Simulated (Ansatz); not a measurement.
# TiO2 (P4_2/mnm) in Ansatz: further runs

One crystal, TiO2, is run at these levels: revPBE, BLYP, r2SCAN; tasks: projected density of states.

Program: Ansatz 0.2.0. These are calculated values, not measurements. Logs are shortened: lines on timing, memory, paths and dates and some standing lists are left out, and cuts for length are marked.

### 1 The structure

The structure is tetragonal, space group P4_2/mnm (No. 136). The conventional cell has a = 4.600 Å, b = 4.600 Å, c = 2.959 Å, α = 90.00°, β = 90.00°, γ = 90.00°. Ti (site symmetry mmm) is surrounded by 6 O at 1.95 to 1.98 Å. O (site symmetry m2m) has 3 Ti at 1.95 to 1.98 Å as nearest neighbours.

The cell is a database's computed one.

### 2 Projected density of states, revPBE

The input, input.yaml:

```yaml
crystal:
  lattice:
    - [4.5998373239, 0.0, 0.0]
    - [0.0, 4.5998373239, 0.0]
    - [0.0, 0.0, 2.95921356]
  atoms:
    - { symbol: Ti, position: [0.0, 0.0, 0.5] }
    - { symbol: Ti, position: [0.5, 0.5, 0.0] }
    - { symbol: O, position: [0.30432132, 0.30432132, 0.5] }
    - { symbol: O, position: [0.19567868, 0.80432132, 0.0] }
    - { symbol: O, position: [0.80432132, 0.19567868, 0.0] }
    - { symbol: O, position: [0.69567868, 0.69567868, 0.5] }
hamiltonian:
  xc: revpbe
  pseudopotentials: { kind: paw }
kpoints:
  mp_grid: { grid: [6, 6, 9] }
scf:
  occupations: { method: fermi_dirac, width: 0.05 }
  n_extra_bands: 15
output:
  forces: true
  stress: true
  eigenvalues: true
  dos: { projected: true, de: 0.05, nscf_kmesh: { grid: [9, 9, 14] } }
  write_density: true
  write_potential: true
  elf: true
  volumetric_format: npy
```

Potentials or basis: Ansatz PAW.

Started as:

```
> ansatz run input.yaml --threads 2 --pin off --max-ram 5632MiB --backend cpu --events-out ev --progress --plain --runs-dir out
```

The log of the run:

```text
Warning: RAYON_NUM_THREADS=2 ignored (pool sized by the plan → 2); use --threads N
scf.n_extra_bands = 15 over 24 filled bands (N_el = 48.0): the run solves 39 bands
Engine: ansatz 0.2.0, x86_64-unknown-linux-gnu
Pseudopotentials: kind: paw
Pseudopotential: Ti, paw, valence charge 12, recommended cutoff 420 eV (normal), Ti.paw.azcp
Pseudopotential: O, paw, valence charge 6, recommended cutoff 420 eV (normal), O.paw.azcp
Functional definition: revPBE
  parameter kappa = 1.245
  parameter beta = 0.06672455060314922
  exchange = pbe_x(kappa = kappa, mu = beta*pi^2/3)
  correlation = pbe_c(beta = beta)
Crystal: 6 atoms, lattice volume = 62.613 Å³
Basis set: ecut = 420 eV, 1217 PW (Γ), exchange–correlation on 64×64×40 points (8 copies of the dense FFT grid, shifted against one another)
Bands: 39, of which v1, the nominal top of the filled ones, is band 24 counted from 1 (23 counted from 0)
Symmetry: 16 space group operations
Space group: P42/mnm (ITA 136), of the structure as read, at distance tolerance 4.0e-5 Å
k-points: 50 of 324
Non-local potential: Ti, projectors of the file, l = 0: 3, l = 1: 2, l = 2: 3, l = 3: 1
Non-local potential: O, projectors of the file, l = 0: 2, l = 1: 2, l = 2: 1
PAW form: soft (Blöchl's): semilocal exchange-correlation on the pseudo side does not see the compensation charge
PAW frozen core: Ti, regenerated for the run's functional, and the local potential with it (the file was generated under x = pbe(κ = 0.804, μ = 0.2195149727645171), c = pbe(β = 0.06672455060314922))
PAW frozen core: O, regenerated for the run's functional, and the local potential with it (the file was generated under x = pbe(κ = 0.804, μ = 0.2195149727645171), c = pbe(β = 0.06672455060314922))
PAW one-centre angular grid: Ti, 590 points (default); XC on 64 Gauss nodes
PAW one-centre angular grid: O, 110 points (default); XC on 64 Gauss nodes
Initial density: superposition of atomic densities (neutral atoms: chi_scale 0, normalization atom), corrected by the library's trained network
Initial wavefunctions: pseudopotential atomic-orbital guess
Functional: x = revpbe(κ = 1.245, μ = 0.2195149727645171), c = pbe(β = 0.06672455060314922)
SCF iter   1: F=—  HF=-7288.396262 eV  |F-HF|=—  |Δ(HF+E_count)|=         —  Δρ=3.03e-3  dr2=3.55e-3  ethr=1.77e-3  ⟨swp⟩=5.8  Hψ=8313  notcnv=0  defer=61
preconditioner: auto → Resta (q_TF=auto, 2.610 Å⁻¹)  ε∞=4.8  [insulator: Δε(μ)=1.899 eV  Ē_g=13.697 eV  σ=0.050 eV  W_gap=1.00  n_scr=18 (ndim 8)  ℏωp=26.5 eV  f_vac=0.019  D(μ)=0.00/eV (n_scr^D=0)  ε∞_Penn≈4.8]
SCF iter   2: F=—  HF=-7288.397236 eV  |F-HF|=—  |Δ(HF+E_count)|=   9.74e-4  Δρ=1.71e-3  dr2=9.66e-4  ethr=7.40e-6  ⟨swp⟩=2.0  Hψ=2856  notcnv=0  defer=184
SCF iter   3: F=—  HF=-7288.397899 eV  |F-HF|=—  |Δ(HF+E_count)|=   6.64e-4  Δρ=1.13e-3  dr2=8.23e-4  ethr=2.01e-6  ⟨swp⟩=2.8  Hψ=3020  notcnv=0  defer=184
SCF iter   4: F=—  HF=-7288.397901 eV  |F-HF|=—  |Δ(HF+E_count)|=   1.98e-6  Δρ=2.13e-4  dr2=2.71e-5  ethr=1.71e-6  ⟨swp⟩=2.2  Hψ=2330  notcnv=0  defer=184
SCF iter   5: F=—  HF=-7288.397900 eV  |F-HF|=—  |Δ(HF+E_count)|=   1.07e-6  Δρ=6.89e-5  dr2=2.63e-6  ethr=5.65e-8  ⟨swp⟩=2.0  Hψ=2359  notcnv=0  defer=184
SCF iter   6: F=—  HF=-7288.397905 eV  |F-HF|=—  |Δ(HF+E_count)|=   5.03e-6  Δρ=1.52e-5  dr2=1.40e-7  ethr=5.47e-9  ⟨swp⟩=2.0  Hψ=2413  notcnv=0  defer=184
SCF iter   7: F=-7288.397906 eV  HF=-7288.397906 eV  |F-HF|=7.86e-9  |Δ(HF+E_count)|=   3.12e-7  Δρ=3.37e-6  dr2=5.62e-9  ethr=2.08e-10  ⟨swp⟩=12.6  Hψ=11500  notcnv=0
SCF 1 converged in 7 iterations: F = -7288.397906 eV  dr2 = 5.62e-9
NSCF: frozen V_eff on 120 k-points
SCF converged after 7 iterations
Free energy (F): -7288.397906 eV
Harris-Foulkes:  -7288.397906 eV  (|F-HF|=7.86e-9)
Internal energy: -7288.397906 eV  (E = F + TS)
E sigma→0 (E₀):  -7288.397906 eV
Fermi energy:    10.127785 eV
--- Per-component energies (eV) ---
  E_band       = -389.194234
  E_kinetic    = 1248.722542
  E_local      = -3087.809241  (includes V_loc(G=0)·N_el)
  E_nonlocal   = 192.321704
  E_hartree    = 1177.897911
  E_xc         = -494.453731
  E_vxc        = -625.024449  (∫ρ·V_xc dr)
  E_paw        = -2731.854456  (= ΣΔE_a)
  E_vpaw       = -473.208780  (= ΣTr[D̂ρ^β])
  E_aug_tail   = 0.010064  (compensation charges beyond the density's cutoff)
  E_ewald      = -3593.095214
  E_core_change = -0.137484  (= ΣΔE_core)
  E_smearing   = -0.000000  (= −TS)
  E_closure    = -0.000000  (closes the sum)
  Σ components = -7288.397906   (vs F -7288.397906, Δ=0.00e0)
--- Forces (eV/Å), atoms counted from 1 ---
  atom   1  Ti     0.00000000    -0.00000000     0.00000000
  atom   2  Ti     0.00000000     0.00000000     0.00000000
  atom   3  O     -0.01290677    -0.01290677     0.00000000
  atom   4  O      0.01290677    -0.01290677     0.00000000
  atom   5  O     -0.01290677     0.01290677     0.00000000
  atom   6  O      0.01290677     0.01290677     0.00000000
  max |Σ_I F_I| component: 0.00e0 eV/Å
--- Stress (GPa, compression-positive) ---
        8.114715       0.000000       0.000000
        0.000000       8.114715       0.000000
        0.000000       0.000000       7.700865
  P = ⅓ Tr σ = 7.9768 GPa (79.768 kbar)
--- Band table (eV; the first three rows and the last of 50) ---
  k-point 0: bands = ["-47.7811", "-47.7645", "-24.0465", "-24.0465", "-23.8830", "-23.8830", "-23.8392", "-23.8052", "-9.0487", "-7.9001", "-7.1740", "-7.1740", "3.4758", "3.8797", "4.3508", "5.4016", "5.4016", "6.6726", "6.6726", "7.2348", "8.5035", "8.7574", "8.7574", "9.2065", "11.0981", "11.3944", "11.6272", "11.7212", "11.7212", "13.5793", "13.7760", "15.7855", "15.7855", "16.8160", "17.2129", "20.9762", "20.9762", "23.9259", "24.9463"]
  k-point 1: bands = ["-47.7760", "-47.7603", "-24.0329", "-24.0329", "-23.8916", "-23.8807", "-23.8807", "-23.8604", "-8.9218", "-7.8284", "-7.2339", "-7.2339", "3.6537", "4.0132", "4.4915", "5.2635", "5.2635", "6.8699", "6.9240", "6.9240", "8.0032", "8.5123", "8.5123", "9.1459", "11.3955", "11.5075", "11.5497", "11.8782", "11.8782", "13.6772", "13.7650", "15.6008", "15.6008", "16.6280", "17.5995", "21.4718", "21.4718", "23.9542", "24.8192"]
  k-point 2: bands = ["-47.7627", "-47.7500", "-24.0220", "-23.9980", "-23.9971", "-23.9971", "-23.8758", "-23.8758", "-8.5832", "-7.6603", "-7.3849", "-7.3849", "4.1248", "4.3531", "4.9047", "5.1294", "5.1294", "6.1005", "7.0231", "7.3483", "7.3483", "7.9091", "7.9091", "8.8670", "11.4560", "11.7137", "11.9213", "12.2428", "12.2428", "13.3924", "14.1669", "15.3026", "15.3026", "16.0939", "18.5948", "22.6177", "22.6177", "24.0553", "24.3129"]
  k-point 49: bands = ["-47.7340", "-47.7340", "-24.2529", "-24.2529", "-23.9173", "-23.9173", "-23.8820", "-23.8820", "-7.7566", "-7.7566", "-7.5257", "-7.5257", "4.5264", "4.5264", "4.6820", "4.6820", "5.6952", "5.6952", "6.5343", "6.5343", "7.8920", "7.8920", "8.5034", "8.5034", "11.8733", "11.8733", "12.4071", "12.4071", "12.4102", "12.4102", "15.1266", "15.1266", "15.1675", "15.1675", "21.0970", "21.0970", "23.4717", "23.4717", "24.1584"]
```

dos.tsv:

```text
# E-E_F[eV]	g_bin_mean(E)[states/eV]	N(E)
# format = ansatz-dos/2
# fermi_ev = 10.131289
# fermi_mp_grid = 9 9 14
# fermi_mp_shift = 0 0 0
# nscf_kmesh_grid = 9 9 14
# nscf_kmesh_shift = 0 0 0
# g_bin_mean(E): the states in a bin one row spacing wide, centred on E, divided by that spacing. States that the method places at a single energy (under output.dos.method: tetrahedron, those of a tetrahedron whose four corners have one energy) are counted whole in the row whose bin holds that energy (on the edge of two bins, in the lower row). The sum of g_bin_mean over a run of rows, times the row spacing, is the number of states from half a spacing under the first of them to half a spacing over the last (a plain sum, not the trapezoid rule).
-58.412419	0.000000e0	0.000000e0
-58.362419	0.000000e0	0.000000e0
-58.312419	0.000000e0	0.000000e0
-58.262419	0.000000e0	0.000000e0
-58.212419	0.000000e0	0.000000e0
-58.162419	0.000000e0	0.000000e0
[... 1478 lines left out ...]
15.787581	0.000000e0	7.800000e1
15.837581	0.000000e0	7.800000e1
```

It took 7.2 s on 2 threads of Intel Xeon Platinum 8488C (Sapphire Rapids), shared host; peak memory 0.48 GiB.

What came out:

- Free energy: -7288.3979 eV
- Pressure: 8.0 GPa
- Largest force: 0.018 eV/Å
- Band gap on the k mesh: 1.89 eV, direct

Forces in eV/Å, atoms in the order of the input:
```
Ti   0.000  0.000  0.000
Ti   0.000  0.000  0.000
O   -0.013 -0.013  0.000
O    0.013 -0.013  0.000
O   -0.013  0.013  0.000
O    0.013  0.013  0.000
```

States per cell in windows of 1 eV (zero at the valence-band top; states under -8 eV left out):
| from (eV) | total | O 2p | Ti 3d | O 2s | Ti 4s | Ti 3p | Ti 3s |
| --- | --- | --- | --- | --- | --- | --- | --- |
| -8.0 | 0.00 | 0.00 | 0.00 | 0.00 | 0.00 | 0.00 | 0.00 |
| -7.0 | 0.00 | 0.00 | 0.00 | 0.00 | 0.00 | 0.00 | 0.00 |
| -6.0 | 0.88 | 0.58 | 0.23 | 0.01 | 0.04 | 0.00 | 0.02 |
| -5.0 | 6.34 | 4.53 | 1.54 | 0.02 | 0.14 | 0.05 | 0.04 |
| -4.0 | 3.88 | 2.86 | 0.86 | 0.05 | 0.06 | 0.02 | 0.02 |
| -3.0 | 5.16 | 4.32 | 0.63 | 0.06 | 0.04 | 0.05 | 0.01 |
| -2.0 | 5.46 | 4.76 | 0.59 | 0.02 | 0.02 | 0.03 | 0.00 |
| -1.0 | 2.28 | 2.16 | 0.09 | 0.01 | 0.00 | 0.00 | 0.00 |
| 0.0 | 0.00 | 0.00 | 0.00 | 0.00 | 0.00 | 0.00 | 0.00 |
| 1.0 | 0.02 | 0.00 | 0.02 | 0.00 | 0.00 | 0.00 | 0.00 |
| 2.0 | 5.65 | 0.56 | 4.99 | 0.03 | 0.04 | 0.00 | 0.00 |
| 3.0 | 5.96 | 1.13 | 4.68 | 0.02 | 0.03 | 0.00 | 0.00 |
| 4.0 | 0.92 | 0.15 | 0.65 | 0.08 | 0.00 | 0.00 | 0.00 |
| 5.0 | 3.06 | 0.56 | 2.09 | 0.29 | 0.02 | 0.00 | 0.01 |
| 6.0 | 4.04 | 1.27 | 2.54 | 0.12 | 0.01 | 0.00 | 0.00 |
| 7.0 | 0.35 | 0.13 | 0.21 | 0.00 | 0.00 | 0.00 | 0.00 |

Caveat: odd divisions of the mesh miss points on the zone boundary, where band edges often lie, so the gap on the mesh can be too wide; the pressure holds a Pulay correction of +0.7 GPa for the finite cutoff; the PAW data sets come from PBE, with cores solved anew for the run's functional, which leaves a small shift of forces and pressure; the density of states is complete only up to the lowest level of the last band computed.

### 3 Projected density of states, BLYP

input.yaml: that of step 2 with these lines changed.

```diff
@@ -13,3 +13,3 @@
 hamiltonian:
-  xc: revpbe
+  xc: blyp
   pseudopotentials: { kind: paw }
@@ -25,5 +25 @@
   dos: { projected: true, de: 0.05, nscf_kmesh: { grid: [9, 9, 14] } }
-  write_density: true
-  write_potential: true
-  elf: true
-  volumetric_format: npy
```

Potentials or basis: Ansatz PAW.

Started as:

```
> ansatz run input.yaml --threads 2 --pin off --max-ram 5632MiB --backend cpu --events-out ev --progress --plain --runs-dir out
```

It took 7.8 s on 2 threads of Intel Xeon Platinum 8488C (Sapphire Rapids), shared host; peak memory 0.43 GiB.

It converged, with:

| Quantity | Value |
| --- | --- |
| Free energy | -7298.1511 eV |
| Pressure | 9.9 GPa |
| Largest force | 0.067 eV/Å |
| Band gap on the k mesh | 1.86 eV, direct |

Forces on the atoms (eV/Å):
```
Ti   0.000  0.000  0.000
Ti   0.000  0.000  0.000
O   -0.048 -0.048  0.000
O    0.048 -0.048  0.000
O   -0.048  0.048  0.000
O    0.048  0.048  0.000
```

Stress tensor (GPa, compression positive):
```
 9.81  0.00  0.00
 0.00  9.81  0.00
 0.00  0.00 10.03
```

Levels at points of the mesh, in eV from the valence-band top:
```tsv
k point	band 20	band 21	band 22	band 23	band 24	band 25	band 26	band 27	band 28	band 29
(0.00, 0.00, 0.00)	-1.96	-0.70	-0.45	-0.45	0.00	1.86	2.16	2.37	2.48	2.48
(0.00, -0.50, 0.00)	-3.02	-1.63	-1.63	-0.72	-0.72	2.52	2.52	2.99	2.99	3.52
(-0.50, -0.50, 0.00)	-2.16	-1.29	-1.29	-1.06	-1.06	1.90	1.90	2.50	2.50	3.78
```

States per cell in windows of 1 eV (zero at the valence-band top; states under -8 eV left out):
```
from (eV)  total  O 2p  Ti 3d  O 2s  Ti 4s  Ti 3p  Ti 3s
     -8.0   0.00  0.00   0.00  0.00   0.00   0.00   0.00
     -7.0   0.00  0.00   0.00  0.00   0.00   0.00   0.00
     -6.0   0.68  0.45   0.18  0.01   0.03   0.00   0.01
     -5.0   6.08  4.34   1.47  0.02   0.14   0.05   0.04
     -4.0   4.11  3.01   0.94  0.04   0.06   0.02   0.02
     -3.0   5.16  4.31   0.64  0.06   0.04   0.05   0.02
     -2.0   5.48  4.77   0.60  0.02   0.02   0.03   0.01
     -1.0   2.49  2.35   0.11  0.01   0.00   0.01   0.00
      0.0   0.01  0.01   0.00  0.00   0.00   0.00   0.00
      1.0   0.02  0.00   0.02  0.00   0.00   0.00   0.00
      2.0   5.69  0.57   5.02  0.02   0.04   0.00   0.00
      3.0   5.96  1.14   4.67  0.02   0.03   0.00   0.00
      4.0   0.91  0.14   0.65  0.08   0.00   0.00   0.00
      5.0   3.10  0.58   2.12  0.29   0.01   0.01   0.01
      6.0   4.08  1.29   2.57  0.11   0.01   0.00   0.00
      7.0   0.24  0.09   0.14  0.00   0.00   0.00   0.00
```

Caveat: odd divisions of the mesh miss points on the zone boundary, where band edges often lie, so the gap on the mesh can be too wide; the pressure holds a Pulay correction of +0.9 GPa for the finite cutoff; the PAW data sets come from PBE, with cores solved anew for the run's functional, which leaves a small shift of forces and pressure; the density of states is complete only up to the lowest level of the last band computed.

(Part 1 of 2 ends here.)
